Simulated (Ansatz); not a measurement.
**Pr (fcc)**

Method: PBE with spin–orbit coupling; two-component spinors; PAW, 420 eV, 14×14×14 k-mesh, Gaussian smearing of 0.05 eV; code Ansatz; PAW files: Ansatz's generated set soft_2.

```yaml
crystal:
  lattice:
    - [0.00000, 2.54662, 2.54662]
    - [2.54662, 0.00000, 2.54662]
    - [2.54662, 2.54662, 0.00000]
  atoms:
    - { symbol: Pr, position: [0.00000, 0.00000, 0.00000] }
```

At room temperature and ambient pressure Pr is dhcp.

Magnetic state: ferromagnetic, site spin moments Pr 1.95 μB, along [001] (Cartesian), which lowers the symmetry.

Task: Which orbitals carry the states at the Fermi level, and how many states are there?

Result: Within 0.1 eV of it: Pr 4f 85 %, Pr 5d 14 % (shares among the projected shells). The Fermi level sits on a steep edge: the density of states is 9.0, 6.2 and 3.2 states/eV per cell at −0.1, 0 and +0.1 eV.

Density of states (tetrahedra, averaged over 0.4 eV; states/eV per cell of 1 atom; energy in eV from the Fermi level; projections on Löwdin-orthogonalised atomic orbitals, summed over sites):

```tsv
E	total	Pr 4f j=7/2	Pr 5d	Pr 4f j=5/2	Pr 6s	Pr 5p
-3.65	0.0	0.0	0.0	0.0	0.0	0.0
-3.25	0.0	0.0	0.0	0.0	0.0	0.0
-2.85	0.1	0.0	0.0	0.0	0.1	0.0
-2.45	0.1	0.0	0.0	0.0	0.1	0.0
-2.05	0.4	0.0	0.2	0.0	0.2	0.0
-1.65	0.9	0.0	0.7	0.0	0.2	0.0
-1.25	1.7	0.1	1.3	0.1	0.2	0.0
-0.85	1.9	0.2	1.3	0.2	0.1	0.0
-0.45	3.2	0.7	1.3	1.1	0.1	0.0
-0.05	5.7	1.6	0.8	3.2	0.0	0.0
0.35	5.7	2.2	1.3	2.1	0.0	0.0
0.75	7.0	3.6	0.9	2.3	0.1	0.0
1.15	4.5	1.9	1.1	1.3	0.1	0.0
1.55	8.1	4.3	1.3	2.3	0.1	0.0
1.95	6.3	3.4	1.3	1.5	0.1	0.0
2.35	3.7	1.4	1.4	0.7	0.1	0.0
2.75	1.8	0.3	1.2	0.1	0.1	0.0
3.15	1.2	0.1	0.9	0.0	0.1	0.0
3.55	1.1	0.0	1.0	0.0	0.1	0.0
3.95	1.2	0.0	1.0	0.0	0.1	0.0
```

Of the 2.38 f electrons on Pr, 1.49 have j = 5/2 and 0.89 have j = 7/2, a share of 63 % in j = 5/2. Without spin–orbit coupling the share would be 6/14 = 43 %, in the jj limit 100 %, so the shell stands 35 % of the way to jj coupling; exchange, which aligns spins across both levels, holds it back.

Without a U the open 4f shell is pinned at the Fermi level, an artefact: in the real crystal it splits into occupied and empty levels away from it, and its large orbital moment is underestimated. Site moments are of spin, integrated over Gaussian weights of 0.5 Å, which gives about a tenth less on f atoms than spheres do. No antiparallel order was tried.

The open shells may stand above their lowest state, and forces and pressures are less sure for it.

On the Pr 4f shell the spin moment is 2.12 μB and the orbital moment 1.17 μB, opposed to it, 0.95 μB net (projected on atomic orbitals, along the moments' axis).
